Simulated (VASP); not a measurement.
# C: how numerical settings change the zone-centre modes, part 2 of 2

Aim: test the modes of C against the numerical settings. The starting structure is a measured crystal structure from the Crystallography Open Database.

VASP 6.6.1.

Results so far: reference T2g 1321.7 cm⁻¹.

The database entry behind the starting cell differs from later determinations by our own check (about 0.1 % long), so it need not match the best structure at ambient conditions.

### Step 3. Modes with an 8×8×8 mesh

Level of this step: LDA; plane waves and PAW (C) (VASP).

Against step 2 the input has an 8×8×8 mesh.

The input, INCAR:

```
SYSTEM = C
PREC = Accurate
ENCUT = 520
EDIFF = 1E-08
NELM = 100
ISMEAR = 0
SIGMA = 0.03
LREAL = .FALSE.
ALGO = Normal
GGA = CA
NBANDS = 10
LORBIT = 11
LWAVE = .FALSE.
LCHARG = .FALSE.
KPAR = 2
IBRION = 8
LEPSILON = .TRUE.
ISIF = 2
```

The input, POSCAR:

```
C
1.0
    0.0000000000      1.7677755000      1.7677755000
    1.7677755000      0.0000000000      1.7677755000
    1.7677755000      1.7677755000      0.0000000000
C
2
Direct
    0.0000000000      0.0000000000      0.0000000000
    0.2500000000      0.2500000000      0.2500000000
```

The input, KPOINTS:

```
Automatic mesh
0
Gamma
8 8 8
0 0 0
```

Potentials, in the order of the species: C (LDA family, release 64).

Started as:

```sh
mpirun -np 2 vasp_std
```

Log:

```text
[... set-up lines as in an earlier step ...]
 entering main loop
       N       E                     dE             d eps       ncg     rms          rms(c)
DAV:   1    -0.277091652335E+01   -0.27709E+01   -0.47973E+03   604   0.795E+02
DAV:   2    -0.208098369271E+02   -0.18039E+02   -0.17424E+02   788   0.123E+02
DAV:   3    -0.211056732488E+02   -0.29584E+00   -0.29541E+00   710   0.131E+01
DAV:   4    -0.211061774036E+02   -0.50415E-03   -0.50414E-03   640   0.650E-01
[...]
DAV:  10    -0.202446854310E+02   -0.14667E-05   -0.17524E-06   630   0.119E-02    0.459E-03
DAV:  11    -0.202446853732E+02    0.57745E-07   -0.61464E-08   674   0.204E-03    0.707E-04
DAV:  12    -0.202446853656E+02    0.76402E-08   -0.12893E-09   350   0.356E-04
   1 F= -.20244685E+02 E0= -.20244685E+02  d E =-.104197E-18
 Linear response reoptimize wavefunctions to high precision
DAV:   1    -0.202446853640E+02    0.15466E-08   -0.78539E-11   398   0.918E-05
DAV:   2    -0.202446853640E+02   -0.10800E-11   -0.26772E-12   304   0.174E-05
 Linear response G [H, r] |phi>, progress :
  Direction:   1
[...]
RMM:   9    -0.155629457939E+00    0.11654E-06    0.00000E+00   793   0.194E-05    0.217E-06
 change of polarisation eV/A/(eV/A) component  3 :     0.011     0.062     0.294
 dielectric tensor                  component  3 :     0.175     1.009     5.821
 Linear response DOF=           1
 Linear response progress:
  Degree of freedom:   1/  1
       N       E                     dE             d eps       ncg     rms          rms(c)
RMM:   1    -0.120685767066E+00   -0.12069E+00   -0.28094E-02  4476   0.207E+00
RMM:   2    -0.110713423574E+00    0.99723E-02   -0.50581E-03  2893   0.400E-01    0.189E-01
RMM:   3    -0.110641146372E+00    0.72277E-04   -0.56296E-04  2825   0.112E-01    0.103E-01
RMM:   4    -0.111429511833E+00   -0.78837E-03   -0.55842E-04  2801   0.116E-01    0.133E-02
[...]
RMM:   8    -0.111351191392E+00    0.79594E-07    0.49566E-08  3118   0.404E-05    0.102E-05
RMM:   9    -0.111351070271E+00    0.12112E-06    0.59786E-08  3252   0.134E-05    0.153E-06
RMM:  10    -0.111351074070E+00   -0.37990E-08    0.65991E-09  2589   0.124E-06    0.122E-07
 first order change of Fermi-energy   0.78151E-04
 force on displaced ion       1 direction 1 : -38.594   0.000   0.000
 Born effective charge ion    1 direction 1 :  -0.009   0.000   0.000
 Born effective charges drift removed
 Linear response finished
```

The job ended after 12 s (2 MPI ranks of Intel Xeon Platinum 8488C (Sapphire Rapids), shared host; peak memory 0.28 GiB).

From OUTCAR (step 3):

```text
  Total        0.0074456      0.0074456      0.0074456     -0.0000000      0.0000000      0.0000000
  in kB        1.0796921      1.0796921      1.0796921     -0.0000000      0.0000000      0.0000000
  external PRESSURE =       1.0796921 kB  Pullay stress =       0.0000000 kB

 POSITION                                       TOTAL-FORCE (eV/Angst)
 -----------------------------------------------------------------------------------
      0.00000      0.00000      0.00000        -0.000000     -0.000000      0.000000
      0.88389      0.88389      0.88389         0.000000      0.000000     -0.000000
 -----------------------------------------------------------------------------------
    total drift:                                0.000000      0.000000      0.000000

 MACROSCOPIC STATIC DIELECTRIC TENSOR (including local field effects in DFT)
 ------------------------------------------------------
           5.821089     0.000000    -0.000000
           0.000000     5.821089    -0.000000
           0.000000    -0.000000     5.821089
 ------------------------------------------------------

 MACROSCOPIC STATIC DIELECTRIC TENSOR IONIC CONTRIBUTION
 ------------------------------------------------------
           0.000000    -0.000000    -0.000000
          -0.000000     0.000000     0.000000
          -0.000000     0.000000     0.000000
 ------------------------------------------------------

[... 1 part as in an earlier step ...]

[... 1 further part left out ...]
```

With an 8×8×8 mesh the mode is T2g 1321.9 cm⁻¹, +0.2 cm⁻¹ from the reference.

### Step 4. Modes with a cutoff of 400 eV

Against step 2 the input has ENCUT = 400.

Changes to INCAR since step 3:

```diff
@@ -2,3 +2,3 @@
 PREC = Accurate
-ENCUT = 520
+ENCUT = 400
 EDIFF = 1E-08
```

POSCAR is that of step 3.

The input, KPOINTS:

```
Automatic mesh
0
Gamma
14 14 14
0 0 0
```

Started as:

```sh
mpirun -np 2 vasp_std
```

Log:

```text
[... set-up lines as in an earlier step ...]
 entering main loop
       N       E                     dE             d eps       ncg     rms          rms(c)
DAV:   1    -0.676451860879E+01   -0.67645E+01   -0.41888E+03  2264   0.636E+02
DAV:   2    -0.208960612733E+02   -0.14132E+02   -0.13780E+02  2794   0.104E+02
DAV:   3    -0.211091786161E+02   -0.21312E+00   -0.21273E+00  2430   0.104E+01
DAV:   4    -0.211095460724E+02   -0.36746E-03   -0.36744E-03  2244   0.512E-01
[...]
DAV:  10    -0.202584235057E+02   -0.14788E-05   -0.15692E-06  2272   0.110E-02    0.443E-03
DAV:  11    -0.202584234667E+02    0.38982E-07   -0.50943E-08  2364   0.183E-03    0.638E-04
DAV:  12    -0.202584234619E+02    0.47995E-08   -0.10077E-09  1242   0.310E-04
   1 F= -.20258423E+02 E0= -.20258423E+02  d E =-.119001E-12
 Linear response reoptimize wavefunctions to high precision
DAV:   1    -0.202584234609E+02    0.10205E-08   -0.56669E-11  1328   0.771E-05
DAV:   2    -0.202584234609E+02    0.10971E-10   -0.14179E-12  1100   0.133E-05
 Linear response G [H, r] |phi>, progress :
  Direction:   1
[...]
RMM:   9    -0.153854046684E+00    0.13463E-06   -0.27916E-10  3575   0.294E-05    0.215E-06
 change of polarisation eV/A/(eV/A) component  3 :     0.015     0.059     0.291
 dielectric tensor                  component  3 :     0.245     0.971     5.765
 Linear response DOF=           1
 Linear response progress:
  Degree of freedom:   1/  1
       N       E                     dE             d eps       ncg     rms          rms(c)
RMM:   1    -0.119897211367E+00   -0.11990E+00   -0.23111E-02 20522   0.202E+00
RMM:   2    -0.110141894200E+00    0.97553E-02   -0.24879E-03 13053   0.387E-01    0.187E-01
RMM:   3    -0.110305380372E+00   -0.16349E-03   -0.32566E-04 12778   0.109E-01    0.102E-01
RMM:   4    -0.111099903982E+00   -0.79452E-03   -0.31794E-04 12632   0.114E-01    0.132E-02
[...]
RMM:   8    -0.111048401742E+00    0.90174E-07    0.55839E-09 14273   0.781E-05    0.916E-06
RMM:   9    -0.111048274198E+00    0.12754E-06    0.25131E-08 14903   0.505E-05    0.161E-06
RMM:  10    -0.111048275335E+00   -0.11369E-08   -0.53247E-09 11665   0.398E-05    0.163E-07
 first order change of Fermi-energy   0.49288E-04
 force on displaced ion       1 direction 1 : -38.649   0.000   0.000
 Born effective charge ion    1 direction 1 :   0.001   0.000   0.000
 Born effective charges drift removed
 Linear response finished
```

It took 15 s on 2 MPI ranks; peak memory 0.38 GiB; 27 s of CPU time.

OUTCAR, selected parts (step 4):

```text
  Total       -0.2577238     -0.2577238     -0.2577238      0.0000000      0.0000000      0.0000000
  in kB      -37.3726343    -37.3726343    -37.3726343      0.0000000      0.0000000      0.0000000
  external PRESSURE =     -37.3726343 kB  Pullay stress =       0.0000000 kB

 MACROSCOPIC STATIC DIELECTRIC TENSOR (including local field effects in DFT)
 ------------------------------------------------------
           5.765341     0.000000    -0.000000
           0.000000     5.765341     0.000000
           0.000000    -0.000000     5.765341
 ------------------------------------------------------

 MACROSCOPIC STATIC DIELECTRIC TENSOR IONIC CONTRIBUTION
 ------------------------------------------------------
           0.000000    -0.000000     0.000000
          -0.000000     0.000000     0.000000
           0.000000     0.000000     0.000000
 ------------------------------------------------------

[... 2 parts as in an earlier step ...]

[... 1 further part left out ...]
```

With a cutoff of 400 eV the mode is T2g 1322.9 cm⁻¹, +1.2 cm⁻¹ from the reference.

### Step 5. Modes with a 20×20×20 mesh

Against step 2 the input has a 20×20×20 mesh.

Changes to INCAR since step 4:

```diff
@@ -2,3 +2,3 @@
 PREC = Accurate
-ENCUT = 400
+ENCUT = 520
 EDIFF = 1E-08
```

POSCAR is that of step 4.

The input, KPOINTS:

```
Automatic mesh
0
Gamma
20 20 20
0 0 0
```

Started as:

```sh
mpirun -np 2 vasp_std
```

Log:

```text
[... set-up lines as in an earlier step ...]
 entering main loop
       N       E                     dE             d eps       ncg     rms          rms(c)
DAV:   1    -0.230366238379E+01   -0.23037E+01   -0.49203E+03  5300   0.794E+02
DAV:   2    -0.207629134853E+02   -0.18459E+02   -0.17748E+02  6864   0.122E+02
DAV:   3    -0.211059300073E+02   -0.34302E+00   -0.34218E+00  6054   0.137E+01
DAV:   4    -0.211066344444E+02   -0.70444E-03   -0.70441E-03  5580   0.752E-01
[...]
DAV:  10    -0.202454735843E+02   -0.14230E-05   -0.17443E-06  5604   0.119E-02    0.447E-03
DAV:  11    -0.202454735276E+02    0.56643E-07   -0.56806E-08  5846   0.196E-03    0.703E-04
DAV:  12    -0.202454735197E+02    0.78999E-08   -0.12077E-09  3118   0.348E-04
   1 F= -.20245474E+02 E0= -.20245474E+02  d E =-.857355E-15
 Linear response reoptimize wavefunctions to high precision
DAV:   1    -0.202454735181E+02    0.15696E-08   -0.72593E-11  3320   0.911E-05
DAV:   2    -0.202454735181E+02    0.11937E-11   -0.26744E-12  2712   0.182E-05
 Linear response G [H, r] |phi>, progress :
  Direction:   1
[...]
RMM:   9    -0.153889999201E+00    0.12069E-06   -0.56754E-11  9683   0.206E-05    0.217E-06
 change of polarisation eV/A/(eV/A) component  3 :     0.022     0.057     0.291
 dielectric tensor                  component  3 :     0.355     0.941     5.765
 Linear response DOF=           1
 Linear response progress:
  Degree of freedom:   1/  1
       N       E                     dE             d eps       ncg     rms          rms(c)
RMM:   1    -0.119641913630E+00   -0.11964E+00   -0.18255E-02 56102   0.207E+00
RMM:   2    -0.110475143760E+00    0.91668E-02   -0.26831E-03 35585   0.396E-01    0.189E-01
RMM:   3    -0.110604274722E+00   -0.12913E-03   -0.26276E-04 35146   0.112E-01    0.103E-01
RMM:   4    -0.111393369093E+00   -0.78909E-03   -0.27829E-04 34871   0.116E-01    0.133E-02
[...]
RMM:   8    -0.111343021224E+00    0.39311E-07   -0.12565E-08 38970   0.437E-05    0.101E-05
RMM:   9    -0.111342897009E+00    0.12422E-06   -0.39608E-09 40407   0.172E-05    0.148E-06
RMM:  10    -0.111342896205E+00    0.80342E-09   -0.10913E-08 32668   0.552E-06    0.158E-07
 first order change of Fermi-energy   0.32281E-04
 force on displaced ion       1 direction 1 : -38.582   0.000   0.000
 Born effective charge ion    1 direction 1 :   0.000   0.000   0.000
 Born effective charges drift removed
 Linear response finished
```

Run time: 95 s. Hardware: 2 MPI ranks; peak memory 0.72 GiB.

From OUTCAR (step 5):

```text
  Total        0.0071388      0.0071388      0.0071388      0.0000000      0.0000000     -0.0000000
  in kB        1.0352040      1.0352040      1.0352040      0.0000000      0.0000000     -0.0000000
  external PRESSURE =       1.0352040 kB  Pullay stress =       0.0000000 kB

 POSITION                                       TOTAL-FORCE (eV/Angst)
 -----------------------------------------------------------------------------------
      0.00000      0.00000      0.00000        -0.000000     -0.000000     -0.000000
      0.88389      0.88389      0.88389         0.000000      0.000000      0.000000
 -----------------------------------------------------------------------------------
    total drift:                                0.000000      0.000000      0.000000

 MACROSCOPIC STATIC DIELECTRIC TENSOR (including local field effects in DFT)
 ------------------------------------------------------
           5.765485     0.000000     0.000000
           0.000000     5.765485    -0.000000
           0.000000     0.000000     5.765485
 ------------------------------------------------------

 MACROSCOPIC STATIC DIELECTRIC TENSOR IONIC CONTRIBUTION
 ------------------------------------------------------
           0.000000     0.000000     0.000000
           0.000000     0.000000     0.000000
           0.000000     0.000000     0.000000
 ------------------------------------------------------

[... 1 part as in an earlier step ...]

[... 1 further part left out ...]
```

With a 20×20×20 mesh the mode is T2g 1321.8 cm⁻¹, +0.1 cm⁻¹ from the reference.

### Step 6. Modes with finite displacements

Against step 2 the input has IBRION = 6, NFREE = 2, POTIM = 0.015 and no LEPSILON (also changed: NSW).

Changes to INCAR since step 5:

```diff
@@ -15,4 +15,6 @@
 KPAR = 2
-IBRION = 8
-LEPSILON = .TRUE.
+IBRION = 6
+NFREE = 2
+POTIM = 0.015
+NSW = 1
 ISIF = 2
```

POSCAR is that of step 5.

The input, KPOINTS:

```
Automatic mesh
0
Gamma
14 14 14
0 0 0
```

Started as:

```sh
mpirun -np 2 vasp_std
```

Log:

```text
[... set-up lines as in an earlier step ...]
 entering main loop
       N       E                     dE             d eps       ncg     rms          rms(c)
[... 12 cycles as in an earlier step ...]
   1 F= -.20245490E+02 E0= -.20245490E+02  d E =-.249774E-14
 Found     1 degrees of freedom:
 Finite differences POTIM= 0.01500 DOF=   1
[...]
N       E                     dE             d eps       ncg     rms          rms(c)
DAV:   1    -0.202412994138E+02    0.41909E-02   -0.51432E-01  8560   0.572E+00    0.133E-01
DAV:   2    -0.202412918063E+02    0.76074E-05   -0.27892E-03  9824   0.510E-01    0.779E-02
DAV:   3    -0.202411527890E+02    0.13902E-03   -0.31228E-04  9600   0.139E-01    0.878E-03
DAV:   4    -0.202411519663E+02    0.82277E-06   -0.14101E-05  9606   0.354E-02    0.541E-03
DAV:   5    -0.202411508922E+02    0.10741E-05   -0.25351E-06  9186   0.113E-02    0.385E-04
DAV:   6    -0.202411508998E+02   -0.76099E-08   -0.11076E-07  9584   0.294E-03    0.240E-04
DAV:   7    -0.202411508996E+02    0.17764E-09   -0.15207E-09  4780   0.306E-04
   2 F= -.20241151E+02 E0= -.20241151E+02  d E =-.238630E-37
 Finite differences progress:
  Degree of freedom:   1/  1
  Displacement:        1/  2
  Total:               1/  2
[...]
N       E                     dE             d eps       ncg     rms          rms(c)
DAV:   1    -0.202422315125E+02   -0.10806E-02   -0.12327E+00  8632   0.829E+00    0.264E-01
DAV:   2    -0.202417080737E+02    0.52344E-03   -0.65839E-03  9610   0.748E-01    0.155E-01
DAV:   3    -0.202411588322E+02    0.54924E-03   -0.12695E-03  9440   0.279E-01    0.174E-02
DAV:   4    -0.202411545569E+02    0.42752E-05   -0.55230E-05  9576   0.692E-02    0.104E-02
DAV:   5    -0.202411508833E+02    0.36736E-05   -0.90282E-06  9326   0.213E-02    0.910E-04
DAV:   6    -0.202411509162E+02   -0.32872E-07   -0.39670E-07  9608   0.558E-03    0.453E-04
DAV:   7    -0.202411509136E+02    0.25840E-08   -0.62638E-09  6068   0.592E-04
   3 F= -.20241151E+02 E0= -.20241151E+02  d E =-.239186E-37
 Finite differences progress:
  Degree of freedom:   1/  1
  Displacement:        2/  2
  Total:               2/  2
```

It took 16 s on 2 MPI ranks; peak memory 0.32 GiB.

From OUTCAR (step 6):

```text
  Total        0.0097709      0.0143184      0.0143184      0.0000000     -0.0635017      0.0000000
  in kB        1.4168878      2.0763170      2.0763170      0.0000000     -9.2084025      0.0000000
  external PRESSURE =       1.8565073 kB  Pullay stress =       0.0000000 kB

 POSITION                                       TOTAL-FORCE (eV/Angst)
 -----------------------------------------------------------------------------------
     -0.01500      0.00000      0.00000         0.578456     -0.000000     -0.000000
      0.88389      0.88389      0.88389        -0.578456      0.000000      0.000000
 -----------------------------------------------------------------------------------
    total drift:                                0.000011     -0.000000     -0.000001

  FREE ENERGIE OF THE ION-ELECTRON SYSTEM (eV)
  ---------------------------------------------------
  free  energy   TOTEN  =       -20.2411509136 eV

  energy  without entropy=      -20.2411509136  energy(sigma->0) =      -20.24115091

[... 2 parts as in an earlier step ...]

[... 1 further part left out ...]
[key lines of the parts left out:]
E-fermi :  10.6070
```

The last energy, forces and stress in OUTCAR belong to the last displaced cell, not to that of POSCAR.

With finite displacements the mode is T2g 1321.4 cm⁻¹, -0.3 cm⁻¹ from the reference.

### Step 7. Comparison

```
                 run     T2g                method  core minutes
           reference  1321.7   perturbation theory          1.33
       an 8×8×8 mesh  1321.9   perturbation theory         0.387
  a cutoff of 400 eV  1322.9   perturbation theory         0.507
     a 20×20×20 mesh  1321.8   perturbation theory          3.17
finite displacements  1321.4  finite displacements         0.527
```

Modes are in cm⁻¹, degenerate ones as one, matched between runs by symmetry and order. A number in brackets counts the listed modes of one symmetry from the lowest. The symmetry labels come from an automatic analysis and can be wrong where levels nearly coincide. Core minutes are wall time times ranks of the run shown, on a shared host.

### Step 8. Summary of results

```json
{"T2g, reference": "1321.7 cm⁻¹", "T2g, an 8×8×8 mesh": "1321.9 cm⁻¹", "T2g, a cutoff of 400 eV": "1322.9 cm⁻¹", "T2g, a 20×20×20 mesh": "1321.8 cm⁻¹", "T2g, finite displacements": "1321.4 cm⁻¹"}
```

In words: The largest change comes with a cutoff of 400 eV: +1.2 cm⁻¹ in T2g. On finer settings the modes change by up to +0.1 cm⁻¹ in T2g with a 20×20×20 mesh. Other changes move the modes by more: +1.2 cm⁻¹ in T2g with a cutoff of 400 eV and -0.3 cm⁻¹ in T2g with finite displacements. The dielectric constants and Born charges in the logs aren't compared here; at a small gap they can be far off, and in a run without a gap they mean nothing. Further runs on this material are not shown.

[Lines on the potential files, build, host, timing and source positions are cut from VASP's logs without a mark.]

[Logs are printed without paths, hosts, clocks, repeated set-up lines and the standing remarks that a program may print on its own settings, such as how far it seeks lower states.]

[Hosts, paths, dates, database ids (printed as entryN), source tags and the programs' standing remarks are cut or masked in the printed files.]
